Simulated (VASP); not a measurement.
# TiAl3 (I4/mmm) in VASP: further runs

The runs below take TiAl3 through relaxation of cell and atoms, with r2SCAN, PBE, LDA.

All numbers are computed with VASP 6.6.1; they aren't measurements. Logs are shortened: lines on timing, memory, paths and dates and some standing lists are left out, and cuts for length are marked.

## Step 1: The crystal as given

It takes space group I4/mmm (No. 139, tetragonal). The conventional cell has a = 3.822 Å, b = 3.822 Å, c = 8.561 Å, α = 90.00°, β = 90.00°, γ = 90.00°. Ti (site symmetry 4/mmm) is surrounded by 12 Al at 2.70 to 2.87 Å. Al (site symmetry 4/mmm) is surrounded by 4 Ti at 2.70 Å and 8 Al at 2.87 Å. Around Al (site symmetry -4m2) lie 8 Al at 2.70 to 2.87 Å and 4 Ti at 2.87 Å.

The cell comes from a database or a generator and needn't be the stable form of this composition.

## Step 2: Relaxation of cell and atoms, r2SCAN

The input, INCAR:

```
SYSTEM = TiAl3
ALGO = Normal
EDIFF = 1E-6
EDIFFG = -0.01
ENCUT = 600
IBRION = 2
ISIF = 3
ISMEAR = 1
LASPH = .True.
LCHARG = .False.
LMIXTAU = .True.
LREAL = .False.
LWAVE = .False.
METAGGA = R2SCAN
NELM = 80
NSW = 90
PREC = Accurate
SIGMA = 0.1
```

The input, KPOINTS:

```
k-points
0
Gamma
  14 14 14
  0 0 0
```

The input, POSCAR:

```
TiAl3
1.0
   -1.9111067713      1.9111067713      4.2806687947
    1.9111067713     -1.9111067713      4.2806687947
    1.9111067713      1.9111067713     -4.2806687947
Ti Al
1 3
Direct
    0.0000000000      0.0000000000      0.0000000000
    0.5000000000      0.5000000000      0.0000000000
    0.7500000000      0.2500000000      0.5000000000
    0.2500000000      0.7500000000      0.5000000000
```

Potentials or basis: VASP PAW PBE potentials, release 64 (Ti_sv, Al).

On the command line:

```bash
$ cat potpaw_PBE.64/Ti_sv/POTCAR potpaw_PBE.64/Al/POTCAR > POTCAR
$ mpirun -np 1 vasp_std > vasp.out
```

OUTCAR:

```text
SYSTEM = TiAl3
   EDIFF = 1E-6
   EDIFFG = -0.01
   ENCUT = 600
   IBRION = 2
   ISIF = 3
   ISMEAR = 1
   LASPH = .True.
   LREAL = .False.
   METAGGA = R2SCAN
   NELM = 80
   NSW = 90
   PREC = Accurate

 ion  position               nearest neighbor table
   1  0.000  0.000  0.000-   2 2.70   2 2.70   2 2.70   2 2.70   4 2.87   3 2.87   4 2.87   4 2.87
                             3 2.87   3 2.87   4 2.87   3 2.87
   2  0.500  0.500  0.000-   1 2.70   1 2.70   1 2.70   1 2.70   4 2.87   3 2.87   4 2.87   3 2.87
                             4 2.87   4 2.87   3 2.87   3 2.87
   3  0.750  0.250  0.500-   4 2.70   4 2.70   4 2.70   4 2.70   2 2.87   1 2.87   2 2.87   1 2.87
                             2 2.87   2 2.87   1 2.87   1 2.87
   4  0.250  0.750  0.500-   3 2.70   3 2.70   3 2.70   3 2.70   2 2.87   1 2.87   2 2.87   2 2.87
                             1 2.87   1 2.87   2 2.87   1 2.87

  LATTYP: Found a body centered tetragonal cell.
 ALAT       =     3.8222135426
 C/A-ratio  =     2.2398899208

  Lattice vectors:

 A1 = (  -1.9111067713,   1.9111067713,   4.2806687947)
 A2 = (   1.9111067713,  -1.9111067713,   4.2806687947)
 A3 = (   1.9111067713,   1.9111067713,  -4.2806687947)

Analysis of symmetry for initial positions (statically):
=====================================================================
 Subroutine PRICEL returns:
 Original cell was already a primitive cell.

 Routine SETGRP: Setting up the symmetry group for a
 body centered tetragonal supercell.

 Subroutine GETGRP returns: Found 16 space group operations
 (whereof 16 operations were pure point group operations)
 out of a pool of 16 trial point group operations.

The static configuration has the point symmetry D_4h.

Analysis of symmetry for dynamics (positions and initial velocities):
=====================================================================
 Subroutine PRICEL returns:
 Original cell was already a primitive cell.

 Routine SETGRP: Setting up the symmetry group for a
 body centered tetragonal supercell.

 Subroutine GETGRP returns: Found 16 space group operations
 (whereof 16 operations were pure point group operations)
 out of a pool of 16 trial point group operations.

The dynamic configuration has the point symmetry D_4h.

 Subroutine INISYM returns: Found 16 space group operations
 (whereof 16 operations are pure point group operations),
 and found     1 'primitive' translations

----------------------------------------------------------------------------------------

                                     Primitive cell

  volume of cell :      62.5376

  direct lattice vectors                    reciprocal lattice vectors
[... 112 lines left out ...]
  volume/ion in A,a.u.               =      15.63       105.51
  Fermi-wavevector in a.u.,A,eV,Ry     =   1.137891  2.150303 17.616776  1.294796
  Thomas-Fermi vector in A             =   2.274596
   LORBIT       =      0    0 simple, 1 ext, 2 COOP (PROOUT), +10 PAW based schemes
   METAGGA = R2SCAN    functional components
   LHFCALC =     F    Hartree Fock is set to
   AEXX    =    0.0000 exact exchange contribution
   IVDW    =     0    specifies the selected vdW correction
   LEPSILON=     F    determine dielectric tensor
   LRPA    =     F    only Hartree local field effects (RPA)
 conjugate gradient relaxation of ions
 non-spin polarized calculation
 Methfessel and Paxton  Order N= 1 SIGMA  =   0.10
  energy-cutoff  :      600.00
  volume of cell :       62.54
 maximum number of plane-waves:      2122
   NGX = 21   NGY = 21   NGZ = 21

 number of electron      20.9999999 magnetization

 Free energy of the ion-electron system (eV)
  ---------------------------------------------------
  ext. energy  EPLUGINS =         0.00000000
  ---------------------------------------------------
  free energy    TOTEN  =       -34.90633917 eV

  energy without entropy =      -34.90620511  energy(sigma->0) =      -34.90629448

 E-fermi :   8.3744     XC(G=0): -11.5576

 val. band max:        8.3688245707   @ k =   0.3571   0.1429   0.0000
 cond. band min:       8.3750876478   @ k =  -0.3571   0.3571   0.2143
 fundamental gap:      0.0062630770
 Fermi energy:         8.3743603841

 k-point     1 :       0.0000    0.0000    0.0000
  band No.  band energies     occupation
      1     -50.4425      2.00000
      2     -25.7143      2.00000
      3     -25.7143      2.00000
      4     -25.6455      2.00000
      5      -2.3835      2.00000
      6       5.3929      2.00000
      7       5.4695      2.00000
      8       6.9023      2.00000
      9       7.0471      2.00000
     10       7.0471      2.00000
     11       9.2284     -0.00000
     12      10.1229     -0.00000
     13      10.1229     -0.00000
     14      10.5479      0.00000
[... 377 lines left out ...]
      1     -50.4413      2.00000
      2     -25.7324      2.00000
      3     -25.7186      2.00000
      4     -25.6446      2.00000
      5      -0.9021      2.00000
      6       3.1469      2.00000
      7       4.2499      2.00000
      8       6.2024      2.00000
      9       6.5180      2.00000
     10       7.8990      2.00000
     11       8.0212      2.00001
     12      10.0734     -0.00000
     13      10.3592     -0.00000
     14      11.3041      0.00000

 [... further k-points ...]

------------------------ aborting loop because EDIFF is reached ----------------------------------------

  FORCE on cell =-STRESS in cart. coord.  units (eV):
  Direction    XX          YY          ZZ          XY          YZ          ZX
  --------------------------------------------------------------------------------------
  -------------------------------------------------------------------------------------
  Total        0.0011162      0.0011162     -0.0006983      0.0000000      0.0000000      0.0000000
  in kB        0.0285951      0.0285951     -0.0178912      0.0000000      0.0000000      0.0000000
  external PRESSURE =       0.0130997 kB  Pullay stress =       0.0000000 kB

 VOLUME and BASIS-vectors are now :
 -----------------------------------------------------------------------------
  energy-cutoff  :      600.00
  volume of cell :       62.54
      direct lattice vectors                 reciprocal lattice vectors
    -1.911106771  1.911106771  4.280668795     0.000000000  0.261628501  0.116804178
     1.911106771 -1.911106771  4.280668795     0.261628501  0.000000000  0.116804178
     1.911106771  1.911106771 -4.280668795     0.261628501  0.261628501  0.000000000

 POSITION                                       TOTAL-FORCE (eV/Angst)
 -----------------------------------------------------------------------------------
      0.00000      0.00000      0.00000         0.000000     -0.000000      0.000000
      0.00000      0.00000      4.28067         0.000000     -0.000000      0.000000
      0.00000      1.91111      2.14033         0.000000     -0.000000     -0.000000
      1.91111      0.00000      2.14033        -0.000000      0.000000     -0.000000
 -----------------------------------------------------------------------------------
    total drift:                               -0.000000     -0.000000      0.000000

  FREE ENERGIE OF THE ION-ELECTRON SYSTEM (eV)
  ---------------------------------------------------
  free  energy   TOTEN  =       -34.9063391733 eV

  energy  without entropy=      -34.9062051063  energy(sigma->0) =      -34.90629448

 reached required accuracy - stopping structural energy minimisation
```

OSZICAR:

```text
N       E                     dE             d eps       ncg     rms          rms(c)
DAV:   1     0.119743893294E+03    0.11974E+03   -0.10604E+04  6832   0.160E+03
DAV:   2    -0.271691356971E+02   -0.14691E+03   -0.14510E+03  6868   0.377E+02
DAV:   3    -0.396653425856E+02   -0.12496E+02   -0.12167E+02 12082   0.905E+01
[... 12 lines left out ...]
DAV:  16    -0.349063405702E+02   -0.14559E-04   -0.13575E-05  8584   0.417E-02    0.158E-02
DAV:  17    -0.349063365513E+02    0.40190E-05   -0.28588E-05  8668   0.354E-02    0.436E-03
DAV:  18    -0.349063401002E+02   -0.35490E-05   -0.62487E-06  8900   0.178E-02    0.281E-03
DAV:  19    -0.349063388772E+02    0.12230E-05   -0.94197E-07  3794   0.789E-03    0.935E-04
DAV:  20    -0.349063391733E+02   -0.29607E-06   -0.26025E-07  3590   0.510E-03
   1 F= -.34906339E+02 E0= -.34906294E+02  d E =-.349063E+02
```

CONTCAR:

```text
TiAl3
   1.00000000000000
    -1.9111067713000001    1.9111067713000001    4.2806687947000004
     1.9111067713000001   -1.9111067713000001    4.2806687947000004
     1.9111067713000001    1.9111067713000001   -4.2806687947000004
  Ti              Al
     1     3
Direct
     0.0000000000000000    0.0000000000000000    0.0000000000000000
     0.5000000000000000    0.5000000000000000    0.0000000000000000
     0.7500000000000000    0.2500000000000000    0.5000000000000000
     0.2500000000000000    0.7500000000000000    0.5000000000000000

  0.00000000E+00  0.00000000E+00  0.00000000E+00
  0.00000000E+00  0.00000000E+00  0.00000000E+00
  0.00000000E+00  0.00000000E+00  0.00000000E+00
  0.00000000E+00  0.00000000E+00  0.00000000E+00
```

Run time: 18 min. Hardware: 1 thread of Intel Xeon Platinum 8488C (Sapphire Rapids), shared host; peak memory 0.47 GiB.

Results:

```
Free energy             : -34.9063 eV
Pressure after relaxing : 0.0 GPa
Band gap on the k mesh  : none (metal or under the smearing width)
```

Final structure:
```
CELL_PARAMETERS angstrom
-1.91111 1.91111 4.28067
1.91111 -1.91111 4.28067
1.91111 1.91111 -4.28067
ATOMIC_POSITIONS crystal
Ti 0.00000 0.00000 0.00000
Al 0.50000 0.50000 0.00000
Al 0.75000 0.25000 0.50000
Al 0.25000 0.75000 0.50000
```

Levels at points of the mesh, in eV from the Fermi level:
```
           k point  band 8  band 9  band 10  band 11  band 12  band 13  band 14
(0.00, 0.00, 0.00)   -1.47   -1.33    -1.33     0.85     1.75     1.75     2.17
(0.50, 0.00, 0.00)   -3.16   -1.17    -0.27     0.56     2.06     2.15     2.91
(0.50, 0.50, 0.00)   -4.14   -3.03    -2.36    -1.07     1.94     2.23     2.76
(0.50, 0.50, 0.50)   -1.06   -1.06    -0.29     0.78     0.78     0.98     3.21
```

Caveat: the relaxation stopped at its first step, so nothing moved; the PAW data sets were made with another functional, which shifts forces and pressure a little.

## Step 3: Relaxation of cell and atoms, r2SCAN

Changes to INCAR since step 2:

```diff
@@ -2,4 +2,4 @@
 ALGO = Normal
-EDIFF = 1E-6
-EDIFFG = -0.01
+EDIFF = 1E-7
+EDIFFG = -0.005
 ENCUT = 600
```

KPOINTS is that of step 2.

The input, POSCAR:

```
TiAl3                                   
1.0
   -1.9111067713      1.9111067713      4.2806687947
    1.9111067713     -1.9111067713      4.2806687947
    1.9111067713      1.9111067713     -4.2806687947
  Ti              Al            
     1     3
Direct
     0.0000000000000000    0.0000000000000000    0.0000000000000000
     0.5000000000000000    0.5000000000000000    0.0000000000000000
     0.7500000000000000    0.2500000000000000    0.5000000000000000
     0.2500000000000000    0.7500000000000000    0.5000000000000000
```

Potentials or basis: VASP PAW PBE potentials, release 64 (Ti_sv, Al).

On the command line:

```bash
$ cat potpaw_PBE.64/Ti_sv/POTCAR potpaw_PBE.64/Al/POTCAR > POTCAR
$ mpirun -np 1 vasp_std > vasp.out
```

Wall time 22 min (1 thread of Intel Xeon Platinum 8488C (Sapphire Rapids), shared host); peak memory 0.47 GiB.

The run converged. Its results:

```
Free energy             : -34.9063 eV
Pressure after relaxing : 0.0 GPa
Band gap on the k mesh  : none (metal or under the smearing width)
```

Final structure:
```yaml
crystal:
  lattice:
    - [-1.91111, 1.91111, 4.28067]
    - [1.91111, -1.91111, 4.28067]
    - [1.91111, 1.91111, -4.28067]
  atoms:
    - { symbol: Ti, position: [0.00000, 0.00000, 0.00000] }
    - { symbol: Al, position: [0.50000, 0.50000, 0.00000] }
    - { symbol: Al, position: [0.75000, 0.25000, 0.50000] }
    - { symbol: Al, position: [0.25000, 0.75000, 0.50000] }
```

Levels at points of the mesh, in eV from the Fermi level:
| k point | band 9 | band 10 | band 11 | band 12 | band 13 | band 14 |
| --- | --- | --- | --- | --- | --- | --- |
| (0.00, 0.00, 0.00) | -1.33 | -1.33 | 0.85 | 1.75 | 1.75 | 2.17 |
| (0.50, 0.00, 0.00) | -1.16 | -0.27 | 0.56 | 2.06 | 2.15 | 2.91 |
| (0.50, 0.50, 0.00) | -3.03 | -2.36 | -1.07 | 1.94 | 2.23 | 2.76 |
| (0.50, 0.50, 0.50) | -1.06 | -0.29 | 0.78 | 0.78 | 0.98 | 3.21 |

Caveat: the relaxation stopped at its first step, so nothing moved; the PAW data sets were made with another functional, which shifts forces and pressure a little.

## Step 4: Relaxation of cell and atoms, PBE

The input, INCAR:

```
SYSTEM = TiAl3
ALGO = Normal
EDIFF = 1E-6
EDIFFG = -0.01
ENCUT = 600
GGA = PE
IBRION = 2
ISIF = 3
ISMEAR = 1
LASPH = .True.
LCHARG = .False.
LREAL = .False.
LWAVE = .False.
NELM = 80
NSW = 90
PREC = Accurate
SIGMA = 0.1
```

KPOINTS is that of step 3.

The input, POSCAR:

```
TiAl3
1.0
   -1.9111067713      1.9111067713      4.2806687947
    1.9111067713     -1.9111067713      4.2806687947
    1.9111067713      1.9111067713     -4.2806687947
Ti Al
1 3
Direct
    0.0000000000      0.0000000000      0.0000000000
    0.5000000000      0.5000000000      0.0000000000
    0.7500000000      0.2500000000      0.5000000000
    0.2500000000      0.7500000000      0.5000000000
```

Potentials or basis: VASP PAW PBE potentials, release 64 (Ti_sv, Al).

On the command line:

```bash
$ cat potpaw_PBE.64/Ti_sv/POTCAR potpaw_PBE.64/Al/POTCAR > POTCAR
$ mpirun -np 1 vasp_std > vasp.out
```

OUTCAR:

```text
SYSTEM = TiAl3
   EDIFF = 1E-6
   EDIFFG = -0.01
   ENCUT = 600
   GGA = PE
   IBRION = 2
   ISIF = 3
   ISMEAR = 1
   LASPH = .True.
   LREAL = .False.
   NELM = 80
   NSW = 90
   PREC = Accurate

 ion  position               nearest neighbor table
   1  0.000  0.000  0.000-   2 2.70   2 2.70   2 2.70   2 2.70   4 2.87   3 2.87   4 2.87   4 2.87
                             3 2.87   3 2.87   4 2.87   3 2.87
   2  0.500  0.500  0.000-   1 2.70   1 2.70   1 2.70   1 2.70   4 2.87   3 2.87   4 2.87   3 2.87
                             4 2.87   4 2.87   3 2.87   3 2.87
   3  0.750  0.250  0.500-   4 2.70   4 2.70   4 2.70   4 2.70   2 2.87   1 2.87   2 2.87   1 2.87
                             2 2.87   2 2.87   1 2.87   1 2.87
   4  0.250  0.750  0.500-   3 2.70   3 2.70   3 2.70   3 2.70   2 2.87   1 2.87   2 2.87   2 2.87
                             1 2.87   1 2.87   2 2.87   1 2.87

  LATTYP: Found a body centered tetragonal cell.
 ALAT       =     3.8222135426
[... 291 lines left out ...]
      8       6.8023      2.00000
      9       6.9614      2.00000
     10       6.9614      2.00000
     11       8.9941     -0.00000
     12       9.8866     -0.00000
     13       9.8866     -0.00000
     14      10.4096      0.00000
[... 377 lines left out ...]
      1     -48.3261      2.00000
      2     -24.6548      2.00000
      3     -24.6432      2.00000
      4     -24.5616      2.00000
      5      -0.4731      2.00000
      6       3.3104      2.00000
      7       4.3447      2.00000
      8       6.2029      2.00000
      9       6.4607      2.00000
     10       7.7539      2.00000
     11       7.8466      2.00003
     12       9.6978     -0.00000
     13       9.9827     -0.00000
     14      10.8556      0.00000

 [... further k-points ...]

------------------------ aborting loop because EDIFF is reached ----------------------------------------

  FORCE on cell =-STRESS in cart. coord.  units (eV):
  Direction    XX          YY          ZZ          XY          YZ          ZX
  --------------------------------------------------------------------------------------
  -------------------------------------------------------------------------------------
  Total       -0.0259411     -0.0259411      0.0346429      0.0000000      0.0000000      0.0000000
  in kB       -0.6522155     -0.6522155      0.8709978      0.0000000      0.0000000      0.0000000
  external PRESSURE =      -0.1444777 kB  Pullay stress =       0.0000000 kB
[... 19 lines left out ...]
  FREE ENERGIE OF THE ION-ELECTRON SYSTEM (eV)
  ---------------------------------------------------
  free  energy   TOTEN  =       -20.6609437176 eV

  energy  without entropy=      -20.6607638557  energy(sigma->0) =      -20.66088376

 reached required accuracy - stopping structural energy minimisation
```

Wall time 13 min (1 thread of AMD EPYC 9R14 (Zen 4), shared host); peak memory 0.42 GiB.

What came out:

```
Free energy                            : -20.6609 eV
Relaxed volume                         : 15.93 Å³/atom
Relaxed cell                           : a = 5.095 Å, b = 5.095 Å, c = 5.095 Å, α = 135.65°, β = 135.65°, γ = 64.52°
Space group after relaxing (to 0.05 Å) : I4/mmm (No. 139)
Energy gained by relaxing              : 1.9 meV/atom
Ionic steps                            : 3
Pressure after relaxing                : 0.0 GPa
Band gap on the k mesh                 : none (metal or under the smearing width)
```

The path:
```
step  energy change (eV)  largest force (eV/Å)  pressure (GPa)  volume (Å³)
   1              0.0000                0.0000            2.05        62.54
   2             -0.0054                0.0000           -1.04        64.37
   3             -0.0075                0.0000           -0.01        63.72
```

Final structure:
```cif
data_structure
_symmetry_space_group_name_H-M 'P 1'
_symmetry_Int_Tables_number 1
_cell_length_a 5.0950
_cell_length_b 5.0950
_cell_length_c 5.0950
_cell_angle_alpha 135.654
_cell_angle_beta 135.654
_cell_angle_gamma 64.516
_cell_volume 63.72
loop_
_atom_site_label
_atom_site_type_symbol
_atom_site_fract_x
_atom_site_fract_y
_atom_site_fract_z
_atom_site_occupancy
Ti1 Ti 0.00000 0.00000 0.00000 1
Al1 Al 0.50000 0.50000 0.00000 1
Al2 Al 0.75000 0.25000 0.50000 1
Al3 Al 0.25000 0.75000 0.50000 1
```

(Part 1 of 2 ends here.)
